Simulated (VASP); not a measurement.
# HfC (P6_3/mmc) in VASP: further runs, part 2 of 2

VASP 6.6.1. The steps go on from the part before.

## (3) Single point, PBEsol

INCAR

```
SYSTEM = HfC
  PREC = Accurate
  ENCUT = 520
  EDIFF = 1E-6
  ISMEAR = 0
  SIGMA = 0.05
  LREAL = .False.
  LASPH = .True.
  NELM = 100
  ALGO = Normal
  ISIF = 2
  LWAVE = .False.
  LCHARG = .False.
  GGA = PS
  NBANDS = 22
```

KPOINTS

```
regular mesh
0
Gamma
  10 10 6
  0 0 0
```

POSCAR

```
HfC
1.0
    3.2332086791      0.0000000000      0.0000000000
   -1.6166043395      2.8000408518      0.0000000000
    0.0000000000      0.0000000000      5.7187526075
Hf C
2 2
Direct
    0.0000000000      0.0000000000      0.0000000000
    0.0000000000      0.0000000000      0.5000000000
    0.3333333333      0.6666666667      0.2500000000
    0.6666666667      0.3333333333      0.7500000000
```

Potentials or basis: VASP PAW PBE potentials, release 64 (Hf_pv, C).

Run with:

```console
> cat potpaw_PBE.64/Hf_pv/POTCAR potpaw_PBE.64/C/POTCAR > POTCAR
> mpirun -np 1 vasp_std > vasp.out
```

OUTCAR:

```text
SYSTEM = HfC
   PREC = Accurate
   ENCUT = 520
   EDIFF = 1E-6
   ISMEAR = 0
   LREAL = .False.
   LASPH = .True.
   NELM = 100
   ISIF = 2
   GGA = PS

 ion  position               nearest neighbor table
   1  0.000  0.000  0.000-   3 2.35   4 2.35   3 2.35   4 2.35   4 2.35   3 2.35   2 2.86   2 2.86

   2  0.000  0.000  0.500-   3 2.35   4 2.35   3 2.35   4 2.35   4 2.35   3 2.35   1 2.86   1 2.86

   3  0.333  0.667  0.250-   1 2.35   2 2.35   1 2.35   2 2.35   1 2.35   2 2.35
   4  0.667  0.333  0.750-   1 2.35   2 2.35   1 2.35   2 2.35   1 2.35   2 2.35

  LATTYP: Found a hexagonal cell.
 ALAT       =     3.2332086791
 C/A-ratio  =     1.7687545640

  Lattice vectors:

 A1 = (   3.2332086791,   0.0000000000,   0.0000000000)
 A2 = (  -1.6166043395,   2.8000408518,   0.0000000000)
 A3 = (   0.0000000000,   0.0000000000,   5.7187526075)

Analysis of symmetry for initial positions (statically):
=====================================================================
 Subroutine PRICEL returns:
 Original cell was already a primitive cell.

 Routine SETGRP: Setting up the symmetry group for a
 hexagonal supercell.

 Subroutine GETGRP returns: Found 24 space group operations
 (whereof 12 operations were pure point group operations)
 out of a pool of 24 trial point group operations.

The static configuration has the point symmetry D_3d.
 The point group associated with its full space group is D_6h.

Analysis of symmetry for dynamics (positions and initial velocities):
=====================================================================
 Subroutine PRICEL returns:
 Original cell was already a primitive cell.

 Routine SETGRP: Setting up the symmetry group for a
 hexagonal supercell.

 Subroutine GETGRP returns: Found 24 space group operations
 (whereof 12 operations were pure point group operations)
 out of a pool of 24 trial point group operations.

The dynamic configuration has the point symmetry D_3d.
 The point group associated with its full space group is D_6h.

 Subroutine INISYM returns: Found 24 space group operations
[... 123 lines left out ...]
  Fermi-wavevector in a.u.,A,eV,Ry     =   1.333811  2.520538 24.205477  1.779052
  Thomas-Fermi vector in A             =   2.462641
   LORBIT       =      0    0 simple, 1 ext, 2 COOP (PROOUT), +10 PAW based schemes
   GGA     = PS    functional components
   LHFCALC =     F    Hartree Fock is set to
   AEXX    =    0.0000 exact exchange contribution
   IVDW    =     0    specifies the selected vdW correction
   LEPSILON=     F    determine dielectric tensor
   LRPA    =     F    only Hartree local field effects (RPA)
 non-spin polarized calculation
 Gauss-broadening in eV      SIGMA  =   0.05
  energy-cutoff  :      520.00
  volume of cell :       51.77
 maximum number of plane-waves:      1416
   NGX = 13   NGY = 13   NGZ = 21

 number of electron      28.0000000 magnetization

 Free energy of the ion-electron system (eV)
  ---------------------------------------------------
  ext. energy  EPLUGINS =         0.00000000
  ---------------------------------------------------
  free energy    TOTEN  =       -42.15455284 eV

  energy without entropy =      -42.15331011  energy(sigma->0) =      -42.15393148

 E-fermi :   5.4360     XC(G=0): -12.2328

 val. band max:        5.3856247580   @ k =   0.1000  -0.0000   0.0000
 cond. band min:       5.4630756747   @ k =   0.2000   0.1000   0.0000
 fundamental gap:      0.0774509167
 Fermi energy:         5.4359707271

 k-point     1 :       0.0000    0.0000    0.0000
  band No.  band energies     occupation
      1     -24.9708      2.00000
      2     -24.1715      2.00000
      3     -24.1715      2.00000
      4     -24.0472      2.00000
      5     -24.0472      2.00000
      6     -23.7896      2.00000
[... 589 lines left out ...]
     21      12.9245      0.00000
     22      13.4140      0.00000

 [... further k-points ...]

------------------------ aborting loop because EDIFF is reached ----------------------------------------

  FORCE on cell =-STRESS in cart. coord.  units (eV):
  Direction    XX          YY          ZZ          XY          YZ          ZX
  --------------------------------------------------------------------------------------
  -------------------------------------------------------------------------------------
  Total       -0.1363832     -0.1363832     -0.2335205     -0.0000000      0.0000000     -0.0000000
  in kB       -4.2205796     -4.2205796     -7.2266358     -0.0000000      0.0000000     -0.0000000
  external PRESSURE =      -5.2225983 kB  Pullay stress =       0.0000000 kB

 VOLUME and BASIS-vectors are now :
 -----------------------------------------------------------------------------
  energy-cutoff  :      520.00
  volume of cell :       51.77
      direct lattice vectors                 reciprocal lattice vectors
     3.233208679  0.000000000  0.000000000     0.309290275  0.178568823  0.000000000
    -1.616604340  2.800040852  0.000000000     0.000000000  0.357137647  0.000000000
     0.000000000  0.000000000  5.718752607     0.000000000  0.000000000  0.174863308

 POSITION                                       TOTAL-FORCE (eV/Angst)
 -----------------------------------------------------------------------------------
      0.00000      0.00000      0.00000         0.000000      0.000000      0.000000
      0.00000      0.00000      2.85938        -0.000000      0.000000      0.000000
     -0.00000      1.86669      1.42969        -0.000000     -0.000000     -0.000000
      1.61660      0.93335      4.28906         0.000000      0.000000      0.000000
 -----------------------------------------------------------------------------------
    total drift:                               -0.000000      0.000000      0.000000

  FREE ENERGIE OF THE ION-ELECTRON SYSTEM (eV)
  ---------------------------------------------------
  free  energy   TOTEN  =       -42.1545528414 eV

  energy  without entropy=      -42.1533101115  energy(sigma->0) =      -42.15393148
```

stdout:

```text
POSCAR found type information on POSCAR HfC
 POSCAR found :  2 types and       4 ions
 scaLAPACK will be used
 -----------------------------------------------------------------------------
|                                                                             |
|                                                                             |
|     You enforced a specific xc type in the INCAR file but a different       |
|     I HOPE YOU KNOW WHAT YOU ARE DOING!                                     |
|                                                                             |
 -----------------------------------------------------------------------------

 LDA part: xc-table for (Slater+PW92), standard interpolation
 POSCAR, INCAR and KPOINTS ok, starting setup
 FFT: planning ... GRIDC
 FFT: planning ... GRID_SOFT
 FFT: planning ... GRID
 WAVECAR not read
 entering main loop
```

It took 19 s on 1 thread of Intel Xeon 6975P-C (Granite Rapids), shared host; peak memory 0.2 GiB.

Results:

| Quantity | Value |
| --- | --- |
| Free energy | -42.1546 eV |
| Pressure | -0.5 GPa |
| Band gap on the k mesh | none (metal or under the smearing width) |

Levels at points of the mesh, in eV from the Fermi level:
```csv
k point,band 10,band 11,band 12,band 13,band 14,band 15,band 16,band 17,band 18,band 19
"(0.00, 0.00, 0.00)",-2.29,-2.29,-1.23,0.84,1.46,1.46,2.11,2.11,2.24,2.24
"(0.50, 0.00, 0.00)",-3.75,-2.56,-1.82,-1.13,-0.93,0.41,2.07,5.63,5.78,5.81
"(0.00, 0.00, 0.50)",-3.12,-1.16,-1.16,-1.16,-1.16,2.94,2.94,3.22,3.22,3.22
"(0.50, 0.00, 0.50)",-4.42,-1.87,-1.87,-1.35,-1.35,1.13,1.13,6.04,6.04,6.23
```

Caveat: the PAW data sets were made with another functional, which shifts forces and pressure a little. The run has no spin-orbit coupling, so splittings on Hf are missing.
